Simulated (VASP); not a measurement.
Here is a VASP 6.6.1 calculation.

File INCAR:

```
SYSTEM = BN
PREC     = Accurate       ! precision mode
ENCUT    = 600            ! plane-wave cutoff, eV
EDIFF    = 1E-6           ! SCF threshold, eV
ISMEAR   = -1             ! smearing method
SIGMA    = 0.1            ! smearing width, eV
LREAL    = .FALSE.        ! projectors in reciprocal space
LASPH    = .TRUE.         ! aspherical terms in the spheres
NELM     = 120            ! most SCF steps
ALGO     = Normal         ! electronic algorithm
ISIF     = 2              ! what is computed and relaxed
LWAVE    = .FALSE.        ! write WAVECAR
LCHARG   = .FALSE.        ! write CHGCAR
GGA      = CA             ! functional
NBANDS   = 11             ! bands
GGA_COMPAT= .FALSE.
```

Contents of KPOINTS:

```
regular mesh
0
G
  8 8 8
  0 0 0
```

File POSCAR:

```
BN
1.0
    0.0000000000      1.7953687620      1.7953687620
    1.7953687620      0.0000000000      1.7953687620
    1.7953687620      1.7953687620      0.0000000000
B N
1 1
Direct
    0.0000000000      0.0000000000      0.0000000000
    0.2500000000      0.2500000000      0.2500000000
```

Potentials or basis: VASP PAW LDA potentials, release 64 (B, N).

The run is started by

```sh
$ cat potpaw_LDA.64/B/POTCAR potpaw_LDA.64/N/POTCAR > POTCAR
$ mpirun -np 1 vasp_std > vasp.out
```

Question: Estimate the band gap on the k mesh.

Answer: 4.37 eV, indirect (least direct gap 8.78 eV).

Question: Predict the pressure.

Answer: -2.6 GPa.

**What was measured.**

A printed reference work, monograph reports, for a bulk crystal of BN at 300 K: band gap 6.4 eV (indirect).

Measured gap of BN: 6.4 eV (indirect; 300 K; a printed reference work, monograph). This calculation gives 4.37 eV (-2.03 eV). The value is that of LDA on a finite k mesh, which can miss the band edges, without temperature or zero-point motion. Semilocal functionals fall short of measured gaps as a rule.
